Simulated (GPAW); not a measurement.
**BaTiO3 (Barioperovskite) in GPAW: the effect of functional**

The system is BaTiO3 (Barioperovskite).

```xyz
5
Lattice="3.9855 0.0000 0.0000 0.0000 2.8369 2.8451 0.0000 -2.8369 2.8451" Properties=species:S:1:pos:R:3 pbc="T T T"
Ba    0.0000    0.0000    0.0000
Ti    1.9928    0.0000    2.9157
O     1.9928    1.3804    4.2594
O     1.9928   -1.3804    4.2594
O     0.0000    0.0000    2.7735
```

Alike in all runs:

| Item | Value |
| --- | --- |
| Program | GPAW 26.7.0 |
| Cutoff | 800 eV |
| Basis | pw |
| k mesh | 5 × 5 × 5 |
| Occupations | fermi-dirac, width 0.05 eV |
| Spin | no spin polarisation |

```csv
functional,potentials or basis,gap on the mesh (eV)
r2SCAN,GPAW PAW data sets (gpaw-data 1.2.1),2.39
LDA,the program's PAW data sets (release 1.2.1) made for this functional,?
SCAN,GPAW PAW data sets (gpaw-data 1.2.1),2.41
vdW-DF2,GPAW PAW data sets (gpaw-data 1.2.1),2.04
TB-mBJ,GPAW PAW data sets for LDA (gpaw-data 1.2.1),2.73
revPBE,the program's PAW data sets (release 1.2.1) made for this functional,2.04
BLYP,PAW data sets generated in the run's folder for this functional,2.05
RPBE,the program's PAW data sets (release 1.2.1) made for this functional,2.05
PW91,PAW data sets generated in the run's folder for this functional,2.01
```

Task: What does the run with functional LDA give?

Result: gap on the mesh 1.93 eV.

Caveats: spin-orbit coupling is left out, which moves the levels of the heavy elements; an odd mesh through Γ misses points on the zone boundary, where band edges often lie (some runs); the mesh misses the band edges, which the band path finds closer together (some runs); a model potential gives levels but no total energy (some runs).

Runs at the PBE level aren't shown here.
